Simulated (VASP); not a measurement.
# Cd (P-1) in VASP: reference runs

How does Cd come out in PBE? The cell is run as given.

Program: VASP 6.6.1. These are calculated values, not measurements. Logs are shortened: lines on timing, memory, paths and dates and some standing lists are left out, and cuts for length are marked.

## 1. The cell of the first run

The typed cell holds 2 atoms: a = 3.137 Å, b = 3.137 Å, c = 5.433 Å, α = 73.22°, β = 73.22°, γ = 60.00°.

This isn't the form of Cd at room conditions, which is hcp.

## 2. Single point, PBE (atom 2 moved 1.20 Å)

The input, INCAR:

```
SYSTEM = Cd
PREC = Accurate
ENCUT = 520
EDIFF = 1E-7
ISMEAR = -1
SIGMA = 0.05
LREAL = .FALSE.
LASPH = .TRUE.
NELM = 80
ALGO = Normal
ISIF = 2
LWAVE = .FALSE.
LCHARG = .TRUE.
GGA = PE
LELF = .TRUE.
LVHAR = .TRUE.
NBANDS = 19
```

The input, KPOINTS:

```
Automatic mesh
0
G
  10 10 5
  0 0 0
```

The input, POSCAR:

```
Cd
1.0
    0.0000000000     -2.2181497500     -2.2181497500
   -2.2181497500      0.0000000000     -2.2181497500
    2.2181497500      2.2181497500     -4.4362995000
Cd
2
Direct
    0.4142221000      0.7162554100      0.4498029200
    0.0857779000      0.7837445900      0.0501970800
```

Potentials or basis: VASP PAW PBE potentials, release 64 (Cd).

Command:

```sh
> cat potpaw_PBE.64/Cd/POTCAR > POTCAR
> mpirun -np 1 vasp_std > vasp.out
```

OUTCAR:

```text
SYSTEM = Cd
   PREC = Accurate
   ENCUT = 520
   EDIFF = 1E-7
   ISMEAR = -1
   LREAL = .FALSE.
   LASPH = .TRUE.
   NELM = 80
   ISIF = 2
   GGA = PE

 ion  position               nearest neighbor table
   1  0.414  0.716  0.450-   2 2.57   2 2.60   2 3.16   2 3.26   2 3.55
   2  0.086  0.784  0.050-   1 2.57   1 2.60   1 3.16   1 3.26   1 3.55

  LATTYP: Found a trigonal (rhomboedric) cell.
 ALAT       =     5.4333350606
 COS(alpha) =     0.8333333333

  Lattice vectors:

 A1 = (   2.2181497500,   4.4362995000,  -2.2181497500)
 A2 = (   4.4362995000,   2.2181497500,  -2.2181497500)
 A3 = (   2.2181497500,   2.2181497500,  -4.4362995000)

Analysis of symmetry for initial positions (statically):
=====================================================================
 Subroutine PRICEL returns:
 Original cell was already a primitive cell.

 Routine SETGRP: Setting up the symmetry group for a
 trigonal (rhombohedral) supercell.

 Subroutine GETGRP returns: Found  2 space group operations
 (whereof  1 operations were pure point group operations)
 out of a pool of 12 trial point group operations.

The static configuration has the point symmetry C_1 .
 The point group associated with its full space group is S_2 .

Analysis of symmetry for dynamics (positions and initial velocities):
=====================================================================
 Subroutine PRICEL returns:
 Original cell was already a primitive cell.

 Routine SETGRP: Setting up the symmetry group for a
 trigonal (rhombohedral) supercell.

 Subroutine GETGRP returns: Found  2 space group operations
 (whereof  1 operations were pure point group operations)
 out of a pool of 12 trial point group operations.

The dynamic configuration has the point symmetry C_1 .
 The point group associated with its full space group is S_2 .

 Subroutine INISYM returns: Found  2 space group operations
 (whereof  1 operations are pure point group operations),
 and found     1 'primitive' translations

----------------------------------------------------------------------------------------

                                     Primitive cell

  volume of cell :      43.6549

  direct lattice vectors                    reciprocal lattice vectors
     0.000000000 -2.218149750 -2.218149750     0.112706547 -0.338119642 -0.112706547
    -2.218149750  0.000000000 -2.218149750    -0.338119642  0.112706547 -0.112706547
     2.218149750  2.218149750 -4.436299500     0.112706547  0.112706547 -0.112706547

  length of vectors
     3.136937460  3.136937460  5.433335061     0.373805329  0.373805329  0.195213466

  position of ions in fractional coordinates (direct lattice)
     0.414222100  0.716255410  0.449802920
     0.085777900  0.783744590  0.050197080

  ion indices of the primitive-cell ions
   primitive index   ion index
                 1           1
                 2           2

----------------------------------------------------------------------------------------

 KPOINTS: Automatic mesh

Automatic generation of k-mesh.
 Grid dimensions read from file:
 generate k-points for:   10   10    5

 Generating k-lattice:

  Cartesian coordinates                     Fractional coordinates (reciprocal lattice)
     0.011270655 -0.033811964 -0.011270655     0.100000000  0.000000000  0.000000000
    -0.033811964  0.011270655 -0.011270655     0.000000000  0.100000000  0.000000000
     0.022541309  0.022541309 -0.022541309     0.000000000  0.000000000  0.200000000

  Length of vectors
     0.037380533  0.037380533  0.039042693

  Shift w.r.t. Gamma in fractional coordinates (k-lattice)
     0.000000000  0.000000000  0.000000000

 -----------------------------------------------------------------------------
|                                                                             |
|           W    W    AA    RRRRR   N    N  II  N    N   GGGG   !!!           |
|           W    W   A  A   R    R  NN   N  II  NN   N  G    G  !!!           |
|           W    W  A    A  R    R  N N  N  II  N N  N  G       !!!           |
|           W WW W  AAAAAA  RRRRR   N  N N  II  N  N N  G  GGG   !            |
|           WW  WW  A    A  R   R   N   NN  II  N   NN  G    G                |
|           W    W  A    A  R    R  N    N  II  N    N   GGGG   !!!           |
|                                                                             |
|     Your reciprocal lattice and k-lattice belong to different lattice       |
|     classes:                                                                |
|                                                                             |
|        The reciprocal lattice is rhombohedral (trigonal),                   |
|        whereas your k-lattice is base-centered monoclinic.                  |
|                                                                             |
|     Results are often still useful ...                                      |
|                                                                             |
 -----------------------------------------------------------------------------

 WARNING: IBZKPT: internal override: KBLOWUP is changed to .FALSE.
      ... skipping the blow-up phase ...

 Subroutine IBZKPT returns following result:
 ===========================================

 Found    252 irreducible k-points:

 Following reciprocal coordinates:
            Coordinates               Weight
  0.000000  0.000000  0.000000      1.000000
  0.100000  0.000000  0.000000      2.000000
  0.200000  0.000000  0.000000      2.000000
  0.300000  0.000000  0.000000      2.000000
  0.400000  0.000000  0.000000      2.000000
  0.500000  0.000000  0.000000      1.000000
[... 16 lines left out ...]
 -0.400000  0.200000  0.000000      2.000000
 -0.300000  0.200000 -0.000000      2.000000
 [... further k-points ...]
   k-points           NKPTS =    252   k-points in BZ     NKDIM =    252   number of bands    NBANDS=     19
   number of dos      NEDOS =    301   number of ions     NIONS =      2
   total plane-waves  NPLWV =  23040
   dimension x,y,z NGX =    24 NGY =   24 NGZ =   40
   dimension x,y,z NGXF=    48 NGYF=   48 NGZF=   80
   ions per type =               2
   NGX,Y,Z   is equivalent  to a cutoff of  12.72, 12.72, 12.24 a.u.
   NGXF,Y,Z  is equivalent  to a cutoff of  25.44, 25.44, 24.48 a.u.
 SYSTEM =  Cd
   PREC   = accura    normal or accurate (medium, high low for compatibility)
   ISTART =      0    job   : 0-new  1-cont  2-samecut
   ICHARG =      2    charge: 1-file 2-atom 10-const
   ISPIN  =      1    spin polarized calculation?
   LNONCOLLINEAR =      F non collinear calculations
   LSORBIT =      F    spin-orbit coupling
   LASPH  =      T    aspherical Exc in radial PAW
   ENCUT  =  520.0 eV  38.22 Ry    6.18 a.u.   5.83  5.83 10.10*2*pi/ulx,y,z
   NELM   =     80;   NELMIN=  2; NELMDL= -5     # of ELM steps
   EDIFF  = 0.1E-06   stopping-criterion for ELM
   LREAL  =      F    real-space projection
   EDIFFG = 0.1E-05   stopping-criterion for IOM
   NSW    =      0    number of steps for IOM
   IBRION =     -1    ionic relax: 0-MD 1-quasi-New 2-CG
   NFREE  =      0    steps in history (QN), initial steepest desc. (CG)
   ISIF   =      2    stress and relaxation
   ISYM   =      2    0-nonsym 1-usesym 2-fastsym
   POTIM  = 0.5000    time-step for ionic-motion
   TEBEG  =    0.0;   TEEND  =   0.0 temperature during run
   PSTRESS=    0.0 pullay stress
   NELECT =      24.0000    total number of electrons
   NUPDOWN=      -1.0000    fix difference up-down
   EMIN   =  10.00;   EMAX   =-10.00  energy-range for DOS
   EFERMI =   0.00;   METHOD = LEGACY
   ISMEAR =    -1;   SIGMA  =   0.05  broadening in eV -4-tet -1-fermi 0-gaus
   EFERMI_NEDOS =   21; number of points for ismear=-14 and -15
   IALGO  =     38    algorithm
   IMIX   =      4    mixing-type and parameters
     AMIX     =   0.40;   BMIX     =  1.00
     AMIX_MAG =   1.60;   BMIX_MAG =  1.00
  volume/ion in A,a.u.               =      21.83       147.30
  Fermi-wavevector in a.u.,A,eV,Ry     =   1.341120  2.534350 24.471486  1.798604
  Thomas-Fermi vector in A             =   2.469379
   LORBIT       =      0    0 simple, 1 ext, 2 COOP (PROOUT), +10 PAW based schemes
   GGA     = PE    functional components
   LHFCALC =     F    Hartree Fock is set to
   AEXX    =    0.0000 exact exchange contribution
   IVDW    =     0    specifies the selected vdW correction
   LEPSILON=     F    determine dielectric tensor
   LRPA    =     F    only Hartree local field effects (RPA)
 non-spin polarized calculation
  energy-cutoff  :      520.00
  volume of cell :       43.65
 maximum number of plane-waves:      1190
   NGX = 11   NGY = 11   NGZ = 21

 number of electron      23.9999995 magnetization

 Free energy of the ion-electron system (eV)
  ---------------------------------------------------
  ext. energy  EPLUGINS =         0.00000000
  ---------------------------------------------------
  free energy    TOTEN  =        -0.73552024 eV

  energy without entropy =       -0.72995330  energy(sigma->0) =       -0.73273677

 E-fermi :   2.9925     XC(G=0): -10.8941

 val. band max:        2.9866833920   @ k =   0.0000  -0.4000   0.4000
 cond. band min:       3.0003075660   @ k =  -0.4000   0.0000   0.4000
 fundamental gap:      0.0136241740
 Fermi energy:         2.9924643208

 k-point     1 :       0.0000    0.0000    0.0000
  band No.  band energies     occupation
      1      -7.3055      2.00000
      2      -6.9718      2.00000
      3      -6.8914      2.00000
      4      -6.6272      2.00000
      5      -6.3707      2.00000
      6      -6.3358      2.00000
[... 11 lines left out ...]
     18      18.1122      0.00000
     19      18.1447      0.00000

 k-point     2 :       0.1000    0.0000    0.0000
  band No.  band energies     occupation
      1      -7.2570      2.00000
      2      -6.9485      2.00000
      3      -6.8690      2.00000
      4      -6.6538      2.00000
      5      -6.4302      2.00000
      6      -6.1916      2.00000
[... 11 lines left out ...]
     18      17.2535      0.00000
     19      17.5068      0.00000

 k-point     3 :       0.2000    0.0000    0.0000
  band No.  band energies     occupation
      1      -7.2123      2.00000
      2      -6.9393      2.00000
      3      -6.7962      2.00000
      4      -6.6853      2.00000
      5      -6.5845      2.00000
      6      -6.1105      2.00000
[... 11 lines left out ...]
     18      16.4394      0.00000
     19      16.5016      0.00000

 k-point     4 :       0.3000    0.0000    0.0000
  band No.  band energies     occupation
      1      -7.2347      2.00000
      2      -7.0131      2.00000
      3      -6.9442      2.00000
      4      -6.8231      2.00000
      5      -6.3632      2.00000
      6      -6.0353      2.00000
[... 11 lines left out ...]
     18      15.2332      0.00000
     19      15.9033      0.00000

 k-point     5 :       0.4000    0.0000    0.0000
  band No.  band energies     occupation
      1      -7.2567      2.00000
      2      -7.1206      2.00000
      3      -7.0878      2.00000
      4      -6.9919      2.00000
      5      -6.0680      2.00000
      6      -5.9898      2.00000
[... 11 lines left out ...]
     18      12.1991      0.00000
     19      15.5604      0.00000
[... 334 lines left out ...]
      2      -7.0825      2.00000
      3      -6.9296      2.00000
      4      -6.6361      2.00000
      5      -6.1824      2.00000
      6      -6.0867      2.00000
[... 11 lines left out ...]
     18      14.5858      0.00000
     19      17.1509      0.00000

 k-point    22 :       0.5000    0.2000    0.0000
  band No.  band energies     occupation
      1      -7.2255      2.00000
      2      -7.2047      2.00000
      3      -7.0010      2.00000
      4      -6.6970      2.00000
      5      -6.1240      2.00000
      6      -6.0379      2.00000
[... 11 lines left out ...]
     18      11.5712      0.00000
     19      17.7296      0.00000

 k-point    23 :      -0.4000    0.2000    0.0000
  band No.  band energies     occupation
      1      -7.2689      2.00000
      2      -7.1348      2.00000
      3      -7.0504      2.00000
      4      -6.7355      2.00000
      5      -6.1977      2.00000
      6      -6.1186      2.00000
[... 11 lines left out ...]
     18      11.4868      0.00000
     19      17.4171      0.00000

 k-point    24 :      -0.3000    0.2000   -0.0000
  band No.  band energies     occupation
      1      -7.2582      2.00000
      2      -7.0948      2.00000
      3      -7.0031      2.00000
      4      -6.7123      2.00000
      5      -6.4477      2.00000
      6      -6.1258      2.00000
[... 11 lines left out ...]
     18      14.1341      0.00000
     19      17.1788      0.00000

 [... further k-points ...]

------------------------ aborting loop because EDIFF is reached ----------------------------------------

  FORCE on cell =-STRESS in cart. coord.  units (eV):
  Direction    XX          YY          ZZ          XY          YZ          ZX
  --------------------------------------------------------------------------------------
  -------------------------------------------------------------------------------------
  Total        2.2822230      3.9171900      4.1544141      0.9602950     -0.1863511     -1.0481696
  in kB       83.7598885    143.7648247    152.4711872     35.2437946     -6.8392726    -38.4688813
  external PRESSURE =     126.6653001 kB  Pullay stress =       0.0000000 kB

 VOLUME and BASIS-vectors are now :
 -----------------------------------------------------------------------------
  energy-cutoff  :      520.00
  volume of cell :       43.65
      direct lattice vectors                 reciprocal lattice vectors
     0.000000000 -2.218149750 -2.218149750     0.112706547 -0.338119642 -0.112706547
    -2.218149750  0.000000000 -2.218149750    -0.338119642  0.112706547 -0.112706547
     2.218149750  2.218149750 -4.436299500     0.112706547  0.112706547 -0.112706547

 POSITION                                       TOTAL-FORCE (eV/Angst)
 -----------------------------------------------------------------------------------
     -0.59103      0.07892     -4.50303         1.574628      1.752359     -1.856398
     -1.62712     -0.07892     -2.15142        -1.574628     -1.752359      1.856398
 -----------------------------------------------------------------------------------
    total drift:                               -0.000000     -0.000000      0.000000

  FREE ENERGIE OF THE ION-ELECTRON SYSTEM (eV)
  ---------------------------------------------------
  free  energy   TOTEN  =        -0.7355202371 eV

  energy  without entropy=       -0.7299533018  energy(sigma->0) =       -0.73273677
```

Run time: 3.1 min. Hardware: 1 thread of AMD EPYC 7R43 (Zen 3), shared host; peak memory 0.24 GiB.

What came out:

- Free energy: -0.7355 eV
- Pressure: 12.7 GPa
- Largest force: 2.999 eV/Å
- Band gap on the k mesh: none (metal or under the smearing width)

Forces in eV/Å, atoms in the order of the input:
```
Cd   1.575  1.752 -1.856
Cd  -1.575 -1.752  1.856
```

Stress tensor (GPa, compression positive):
```
 8.38  3.52 -3.85
 3.52 14.38 -0.68
-3.85 -0.68 15.25
```

Caveat: forces of over 1 eV/Å show positions far from the minimum, so gaps and moduli don't describe the material at rest.
